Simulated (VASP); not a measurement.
# Al6H in VASP: notebook

Runs on Al6H. Level: PBE. Tasks: single point.

All numbers are computed with VASP 6.6.1; they aren't measurements. Logs are shortened: lines on timing, memory, paths and dates and some standing lists are left out, and cuts for length are marked.

### Step 1. The slab as given

The cell holds a slab with vacuum, 14 atoms: a = 5.714 Å, b = 5.714 Å, c = 22.602 Å, α = 90.00°, β = 90.00°, γ = 120.00°.

### Step 2. Single point, PBE

INCAR reads:

```
PREC = Accurate
ENCUT = 520
EDIFF = 1E-6
ISMEAR = 0
SIGMA = 0.1
LREAL = False
LASPH = True
NELM = 60
ALGO = Fast
ISIF = 2
LWAVE = False
LCHARG = False
LDIPOL = True
IDIPOL = 3
DIPOL = 0.5 0.5 0.296
GGA = PE
NBANDS = 32
```

KPOINTS reads:

```
regular mesh
0
Gamma
  6 6 1
```

POSCAR reads:

```
Al6H
1.0
    5.7143028096      0.0000000000      0.0000000000
   -2.8571514048      4.9487313980      0.0000000000
    0.0000000000      0.0000000000     22.6016424997
Al H
12 2
Direct
    0.3333333333      0.1666666667      0.1769782882
    0.3333333333      0.6666666667      0.1769782882
    0.8333333333      0.1666666667      0.1769782882
    0.8333333333      0.6666666667      0.1769782882
    0.1666666667      0.3333333333      0.2787817902
    0.1666666667      0.8333333333      0.2787817902
    0.6666666667      0.3333333333      0.2787817902
    0.6666666667      0.8333333333      0.2787817902
    0.0000000000      0.0000000000      0.3805759913
    0.0000000000      0.5000000000      0.3805759913
    0.5000000000      0.0000000000      0.3805759913
    0.5000000000      0.5000000000      0.3805759913
    0.2677085297      0.1666666667      0.4004860487
    0.3989581370      0.1666666667      0.4004860487
```

Potentials or basis: VASP PAW PBE potentials, release 64 (Al, H).

Run with:

```console
$ cat potpaw_PBE.64/Al/POTCAR potpaw_PBE.64/H/POTCAR > POTCAR
$ mpirun -np 1 vasp_std > vasp.out
```

OUTCAR:

```text
PREC = Accurate
   ENCUT = 520
   EDIFF = 1E-6
   ISMEAR = 0
   LREAL = False
   LASPH = True
   NELM = 60
   ISIF = 2
   GGA = PE

 ion  position               nearest neighbor table
   1  0.333  0.167  0.177-   5 2.83   6 2.83   7 2.83   4 2.86   2 2.86   2 2.86   4 2.86   3 2.86
                             3 2.86
   2  0.333  0.667  0.177-   6 2.83   5 2.83   8 2.83   3 2.86   1 2.86   1 2.86   3 2.86   4 2.86
                             4 2.86
   3  0.833  0.167  0.177-   7 2.83   8 2.83   5 2.83   4 2.86   2 2.86   4 2.86   2 2.86   1 2.86
                             1 2.86
   4  0.833  0.667  0.177-   8 2.83   7 2.83   6 2.83   3 2.86   1 2.86   3 2.86   1 2.86   2 2.86
                             2 2.86
   5  0.167  0.333  0.279-   9 2.83  12 2.83  10 2.83   1 2.83   2 2.83   3 2.83   8 2.86   6 2.86
                             6 2.86   8 2.86   7 2.86   7 2.86
   6  0.167  0.833  0.279-  10 2.83  11 2.83   9 2.83   2 2.83   1 2.83   4 2.83   7 2.86   5 2.86
                             5 2.86   7 2.86   8 2.86   8 2.86
   7  0.667  0.333  0.279-  11 2.83  10 2.83  12 2.83   3 2.83   4 2.83   1 2.83   8 2.86   6 2.86
                             8 2.86   6 2.86   5 2.86   5 2.86
   8  0.667  0.833  0.279-  12 2.83   9 2.83  11 2.83   4 2.83   3 2.83   2 2.83   7 2.86   5 2.86
                             7 2.86   5 2.86   6 2.86   6 2.86
   9  0.000  0.000  0.381-  13 1.41  14 2.03   5 2.83   8 2.83   6 2.83  10 2.86  12 2.86  10 2.86
                            12 2.86  11 2.86  11 2.86
  10  0.000  0.500  0.381-   6 2.83   7 2.83   5 2.83   9 2.86  11 2.86   9 2.86  11 2.86  12 2.86
                            12 2.86
  11  0.500  0.000  0.381-  14 1.41  13 2.03   7 2.83   6 2.83   8 2.83  10 2.86  12 2.86  12 2.86
                            10 2.86   9 2.86   9 2.86
  12  0.500  0.500  0.381-  13 1.75  14 1.75   8 2.83   5 2.83   7 2.83   9 2.86  11 2.86  11 2.86
                             9 2.86  10 2.86  10 2.86
  13  0.268  0.167  0.400-  14 0.75   9 1.41  12 1.75  11 2.03
  14  0.399  0.167  0.400-  13 0.75  11 1.41  12 1.75   9 2.03

  LATTYP: Found a hexagonal cell.
 ALAT       =     5.7143028096
 C/A-ratio  =     3.9552756045

  Lattice vectors:

 A1 = (   5.7143028096,   0.0000000000,   0.0000000000)
 A2 = (  -2.8571514048,   4.9487313980,   0.0000000000)
 A3 = (   0.0000000000,   0.0000000000,  22.6016424997)

Analysis of symmetry for initial positions (statically):
=====================================================================
 Subroutine PRICEL returns:
 Original cell was already a primitive cell.

 Routine SETGRP: Setting up the symmetry group for a
 hexagonal supercell.

 Subroutine GETGRP returns: Found  2 space group operations
 (whereof  1 operations were pure point group operations)
 out of a pool of 24 trial point group operations.

The static configuration has the point symmetry C_1 .
 The point group associated with its full space group is C_1h.

Analysis of symmetry for dynamics (positions and initial velocities):
=====================================================================
 Subroutine PRICEL returns:
 Original cell was already a primitive cell.

 Routine SETGRP: Setting up the symmetry group for a
 hexagonal supercell.

 Subroutine GETGRP returns: Found  2 space group operations
 (whereof  1 operations were pure point group operations)
 out of a pool of 24 trial point group operations.

The dynamic configuration has the point symmetry C_1 .
 The point group associated with its full space group is C_1h.

 Subroutine INISYM returns: Found  2 space group operations
 (whereof  1 operations are pure point group operations),
 and found     1 'primitive' translations

----------------------------------------------------------------------------------------

                                     Primitive cell

  volume of cell :     639.1417

  direct lattice vectors                    reciprocal lattice vectors
     5.714302810  0.000000000  0.000000000     0.174999476  0.101035995  0.000000000
    -2.857151405  4.948731398  0.000000000     0.000000000  0.202071990  0.000000000
     0.000000000  0.000000000 22.601642500     0.000000000  0.000000000  0.044244572

  length of vectors
     5.714302810  5.714302810 22.601642500     0.202071990  0.202071990  0.044244572

  position of ions in fractional coordinates (direct lattice)
[... 62 lines left out ...]
  0.000000  0.166667  0.000000      2.000000
  0.333333 -0.000000  0.000000      4.000000
  0.000000  0.333333  0.000000      2.000000
  0.500000  0.000000  0.000000      2.000000
  0.000000  0.500000  0.000000      1.000000
  0.166667  0.166667  0.000000      4.000000
 -0.333333  0.166667  0.000000      2.000000
  0.333333  0.166667  0.000000      4.000000
 -0.166667  0.500000  0.000000      4.000000
  0.500000  0.333333  0.000000      4.000000
  0.333333  0.333333  0.000000      2.000000
   k-points           NKPTS =     13   k-points in BZ     NKDIM =     13   number of bands    NBANDS=     32
   number of dos      NEDOS =    301   number of ions     NIONS =     14
   total plane-waves  NPLWV = 296352
   dimension x,y,z NGX =    42 NGY =   42 NGZ =  168
   dimension x,y,z NGXF=    84 NGYF=   84 NGZF=  336
   ions per type =              12   2
   NGX,Y,Z   is equivalent  to a cutoff of  12.22, 12.22, 12.36 a.u.
   NGXF,Y,Z  is equivalent  to a cutoff of  24.44, 24.44, 24.71 a.u.
 SYSTEM =  unknown system
   PREC   = accura    normal or accurate (medium, high low for compatibility)
   ISTART =      0    job   : 0-new  1-cont  2-samecut
   ICHARG =      2    charge: 1-file 2-atom 10-const
   ISPIN  =      1    spin polarized calculation?
   LNONCOLLINEAR =      F non collinear calculations
   LSORBIT =      F    spin-orbit coupling
   LASPH  =      T    aspherical Exc in radial PAW
   ENCUT  =  520.0 eV  38.22 Ry    6.18 a.u.  10.62 10.62 42.02*2*pi/ulx,y,z
   NELM   =     60;   NELMIN=  2; NELMDL= -5     # of ELM steps
   EDIFF  = 0.1E-05   stopping-criterion for ELM
   LREAL  =      F    real-space projection
   EDIFFG = 0.1E-04   stopping-criterion for IOM
   NSW    =      0    number of steps for IOM
   IBRION =     -1    ionic relax: 0-MD 1-quasi-New 2-CG
   NFREE  =      0    steps in history (QN), initial steepest desc. (CG)
   ISIF   =      2    stress and relaxation
   ISYM   =      2    0-nonsym 1-usesym 2-fastsym
   POTIM  = 0.5000    time-step for ionic-motion
   TEBEG  =    0.0;   TEEND  =   0.0 temperature during run
   PSTRESS=    0.0 pullay stress
   NELECT =      38.0000    total number of electrons
   NUPDOWN=      -1.0000    fix difference up-down
   EMIN   =  10.00;   EMAX   =-10.00  energy-range for DOS
   EFERMI =   0.00;   METHOD = LEGACY
   ISMEAR =     0;   SIGMA  =   0.10  broadening in eV -4-tet -1-fermi 0-gaus
   EFERMI_NEDOS =   21; number of points for ismear=-14 and -15
   IALGO  =     68    algorithm
   IMIX   =      4    mixing-type and parameters
     AMIX     =   0.40;   BMIX     =  1.00
     AMIX_MAG =   1.60;   BMIX_MAG =  1.00
  volume/ion in A,a.u.               =      45.65       308.08
  Fermi-wavevector in a.u.,A,eV,Ry     =   0.638955  1.207450  5.554763  0.408264
  Thomas-Fermi vector in A             =   1.704469
   LORBIT       =      0    0 simple, 1 ext, 2 COOP (PROOUT), +10 PAW based schemes
   GGA     = PE    functional components
   LHFCALC =     F    Hartree Fock is set to
   AEXX    =    0.0000 exact exchange contribution
   IVDW    =     0    specifies the selected vdW correction
   LEPSILON=     F    determine dielectric tensor
   LRPA    =     F    only Hartree local field effects (RPA)
 non-spin polarized calculation
 RMM-DIIS sequential band-by-band and
 Gauss-broadening in eV      SIGMA  =   0.10
  energy-cutoff  :      520.00
  volume of cell :      639.14
 maximum number of plane-waves:     17305
   NGX = 21   NGY = 21   NGZ = 85

 dipolmoment           0.000000      0.000000      0.004876 electrons x Angstroem

 number of electron      38.0000002 magnetization

 dipolmoment           0.000000      0.000000     -0.021775 electrons x Angstroem

 Free energy of the ion-electron system (eV)
  ---------------------------------------------------
  ext. energy  EPLUGINS =         0.00000000
  ---------------------------------------------------
  free energy    TOTEN  =       -44.37544837 eV

  energy without entropy =      -44.34441710  energy(sigma->0) =      -44.35993273

 E-fermi :   0.0561     XC(G=0):  -3.9763

 val. band max:        0.0242124062   @ k =   0.1667  -0.0000   0.0000
 cond. band min:       0.0602594783   @ k =   0.1667   0.1667   0.0000
 fundamental gap:      0.0360470721
 Fermi energy:         0.0560888549

 k-point     1 :       0.0000    0.0000    0.0000
  band No.  band energies     occupation
      1     -13.8623      2.00000
      2     -10.3956      2.00000
      3      -8.3249      2.00000
      4      -5.8574      2.00000
      5      -5.1506      2.00000
      6      -4.8659      2.00000
[... 431 lines left out ...]
     30       3.2227      0.00000
     31       3.4901      0.00000
 [bands above 31 left out]

------------------------ aborting loop because EDIFF is reached ----------------------------------------

 vacuum level on the upper side and lower side of the slab       (xc-potential included)        -0.163        -0.002

  FORCE on cell =-STRESS in cart. coord.  units (eV):
  Direction    XX          YY          ZZ          XY          YZ          ZX
  --------------------------------------------------------------------------------------
  -------------------------------------------------------------------------------------
  Total       13.0797504      6.2529233      1.8126011      0.0000000      1.5707681      0.0000000
  in kB       32.7878473     15.6746031      4.5437632      0.0000000      3.9375449      0.0000000
  external PRESSURE =      17.6687379 kB  Pullay stress =       0.0000000 kB

 VOLUME and BASIS-vectors are now :
 -----------------------------------------------------------------------------
  energy-cutoff  :      520.00
  volume of cell :      639.14
      direct lattice vectors                 reciprocal lattice vectors
     5.714302810  0.000000000  0.000000000     0.174999476  0.101035995  0.000000000
    -2.857151405  4.948731398  0.000000000     0.000000000  0.202071990  0.000000000
     0.000000000  0.000000000 22.601642500     0.000000000  0.000000000  0.044244572

 POSITION                                       TOTAL-FORCE (eV/Angst)
 -----------------------------------------------------------------------------------
      1.42858      0.82479      4.00000        -0.000000     -0.009747      0.025839
     -0.00000      3.29915      4.00000        -0.037151     -0.019064     -0.085755
      4.28573      0.82479      4.00000         0.000000      0.041540     -0.060343
      2.85715      3.29915      4.00000         0.037151     -0.019064     -0.085755
      0.00000      1.64958      6.30093         0.099366     -0.011442      0.126524
     -1.42858      4.12394      6.30093         0.000000      0.109865      0.159724
      2.85715      1.64958      6.30093        -0.099366     -0.011442      0.126524
      1.42858      4.12394      6.30093         0.000000      0.060345      0.053829
      0.00000      0.00000      8.60164        -4.925650     -3.383457     -1.968462
     -1.42858      2.47437      8.60164        -0.000000      0.172742      0.035532
      2.85715      0.00000      8.60164         4.925650     -3.383457     -1.968462
      1.42858      2.47437      8.60164         0.000000      2.272931     -0.759196
      1.05358      0.82479      9.05164        -2.681418      2.090125      2.200001
      1.80358      0.82479      9.05164         2.681418      2.090125      2.200001
 -----------------------------------------------------------------------------------
    total drift:                               -0.000000     -0.000006      0.000094

  FREE ENERGIE OF THE ION-ELECTRON SYSTEM (eV)
  ---------------------------------------------------
  free  energy   TOTEN  =       -44.3754483670 eV

  energy  without entropy=      -44.3444170996  energy(sigma->0) =      -44.35993273

 vacuum level on the upper side and lower side of the slab         3.634         3.791
```

Run time: 5.6 min. Hardware: 1 thread of Intel Xeon 6975P-C (Granite Rapids), shared host; peak memory 0.73 GiB.

What came out:

```
Free energy            : -44.3754 eV
Largest force          : 6.292 eV/Å
Band gap on the k mesh : none (metal or under the smearing width)
```

Forces on the atoms (eV/Å):
```
Al   0.000 -0.010  0.026
Al  -0.037 -0.019 -0.086
Al   0.000  0.042 -0.060
Al   0.037 -0.019 -0.086
Al   0.099 -0.011  0.127
Al   0.000  0.110  0.160
Al  -0.099 -0.011  0.127
Al   0.000  0.060  0.054
Al  -4.926 -3.383 -1.968
Al   0.000  0.173  0.036
Al   4.926 -3.383 -1.968
Al   0.000  2.273 -0.759
H   -2.681  2.090  2.200
H    2.681  2.090  2.200
```

### Step 3. Single point, PBE

INCAR reads:

```
PREC = Accurate
ENCUT = 520
EDIFF = 1E-6
ISMEAR = 0
SIGMA = 0.1
LREAL = F
LASPH = T
NELM = 60
ALGO = Fast
ISIF = 2
LWAVE = F
LCHARG = F
LDIPOL = T
IDIPOL = 3
DIPOL = 0.5 0.5 0.312
GGA = PE
NBANDS = 32
```

KPOINTS is that of step 2.

Edit POSCAR of step 2 so:

```diff
@@ -20,3 +20,3 @@
     0.5000000000      0.5000000000      0.3805759913
-    0.2677085297      0.1666666667      0.4004860487
-    0.3989581370      0.1666666667      0.4004860487
+    0.2299961425      0.1666666667      0.5133097075
+    0.4366705242      0.1666666667      0.5133097075
```

Potentials or basis: VASP PAW PBE potentials, release 64 (Al, H).

Run with:

```console
$ cat potpaw_PBE.64/Al/POTCAR potpaw_PBE.64/H/POTCAR > POTCAR
$ mpirun -np 1 vasp_std > vasp.out
```

OUTCAR:

```text
PREC = Accurate
   ENCUT = 520
   EDIFF = 1E-6
   ISMEAR = 0
   LREAL = F
   LASPH = T
   NELM = 60
   ISIF = 2
   GGA = PE

 ion  position               nearest neighbor table
   1  0.333  0.167  0.177-   5 2.83   6 2.83   7 2.83   4 2.86   2 2.86   2 2.86   4 2.86   3 2.86
                             3 2.86
   2  0.333  0.667  0.177-   6 2.83   5 2.83   8 2.83   3 2.86   1 2.86   1 2.86   3 2.86   4 2.86
                             4 2.86
   3  0.833  0.167  0.177-   7 2.83   8 2.83   5 2.83   4 2.86   2 2.86   4 2.86   2 2.86   1 2.86
                             1 2.86
   4  0.833  0.667  0.177-   8 2.83   7 2.83   6 2.83   3 2.86   1 2.86   3 2.86   1 2.86   2 2.86
[... 692 lines left out ...]
    -2.857151405  4.948731398  0.000000000     0.000000000  0.202071990  0.000000000
     0.000000000  0.000000000 22.601642500     0.000000000  0.000000000  0.044244572

 POSITION                                       TOTAL-FORCE (eV/Angst)
 -----------------------------------------------------------------------------------
      1.42858      0.82479      4.00000        -0.000000      0.003564     -0.011237
     -0.00000      3.29915      4.00000        -0.005294     -0.006709     -0.003915
      4.28573      0.82479      4.00000        -0.000000      0.011520     -0.000815
      2.85715      3.29915      4.00000         0.005294     -0.006709     -0.003915
      0.00000      1.64958      6.30093         0.016882      0.001197     -0.014418
     -1.42858      4.12394      6.30093        -0.000000      0.012748     -0.022595
      2.85715      1.64958      6.30093        -0.016882      0.001197     -0.014418
      1.42858      4.12394      6.30093        -0.000000     -0.007628      0.020812
      0.00000      0.00000      8.60164         0.021741      0.003494      0.005929
     -1.42858      2.47437      8.60164        -0.000000      0.009384      0.028176
      2.85715      0.00000      8.60164        -0.021741      0.003494      0.005929
      1.42858      2.47437      8.60164        -0.000000     -0.019666     -0.016312
      0.83808      0.82479     11.60164         4.445541     -0.002943      0.013390
      2.01908      0.82479     11.60164        -4.445541     -0.002943      0.013390
 -----------------------------------------------------------------------------------
    total drift:                                0.000000      0.000080      0.000055

  FREE ENERGIE OF THE ION-ELECTRON SYSTEM (eV)
  ---------------------------------------------------
  free  energy   TOTEN  =       -47.4301339945 eV

  energy  without entropy=      -47.3976603525  energy(sigma->0) =      -47.41389717

 vacuum level on the upper side and lower side of the slab         3.885         3.731
```

OSZICAR:

```text
N       E                     dE             d eps       ncg     rms          rms(c)
DAV:   1     0.124195932050E+03    0.12420E+03   -0.11289E+04   832   0.830E+02
DAV:   2    -0.405628203391E+02   -0.16476E+03   -0.15881E+03  1168   0.143E+02
DAV:   3    -0.494605679361E+02   -0.88977E+01   -0.86724E+01  1024   0.335E+01
[... 16 lines left out ...]
RMM:  20    -0.474301132907E+02   -0.15585E-04   -0.13749E-06   816   0.481E-03    0.130E-03
RMM:  21    -0.474301292845E+02   -0.15994E-04   -0.12125E-06   841   0.382E-03    0.657E-04
RMM:  22    -0.474301318214E+02   -0.25369E-05   -0.31896E-07   643   0.269E-03    0.644E-04
RMM:  23    -0.474301334759E+02   -0.16545E-05   -0.11404E-07   561   0.201E-03    0.214E-04
RMM:  24    -0.474301339945E+02   -0.51860E-06   -0.55653E-08   440   0.163E-03
   1 F= -.47430134E+02 E0= -.47413897E+02  d E =-.324736E-01
```

stdout:

```text
POSCAR found type information on POSCAR AlH
 POSCAR found :  2 types and      14 ions
 scaLAPACK will be used
 LDA part: xc-table for (Slater+PW92), standard interpolation
 POSCAR, INCAR and KPOINTS ok, starting setup
 FFT: planning ... GRIDC
 FFT: planning ... GRID_SOFT
 FFT: planning ... GRID
 WAVECAR not read
 entering main loop
```

Run time: 5.7 min. Hardware: 1 thread of Intel Xeon 6975P-C (Granite Rapids), shared host; peak memory 0.73 GiB.

What came out:

| Property | Result |
| --- | --- |
| Free energy | -47.4301 eV |
| Largest force | 4.446 eV/Å |
| Band gap on the k mesh | none (metal or under the smearing width) |

Forces in eV/Å, atoms in the order of the input:
```
Al   0.000  0.004 -0.011
Al  -0.005 -0.007 -0.004
Al   0.000  0.012 -0.001
Al   0.005 -0.007 -0.004
Al   0.017  0.001 -0.014
Al   0.000  0.013 -0.023
Al  -0.017  0.001 -0.014
Al   0.000 -0.008  0.021
Al   0.022  0.003  0.006
Al   0.000  0.009  0.028
Al  -0.022  0.003  0.006
Al   0.000 -0.020 -0.016
H    4.446 -0.003  0.013
H   -4.446 -0.003  0.013
```
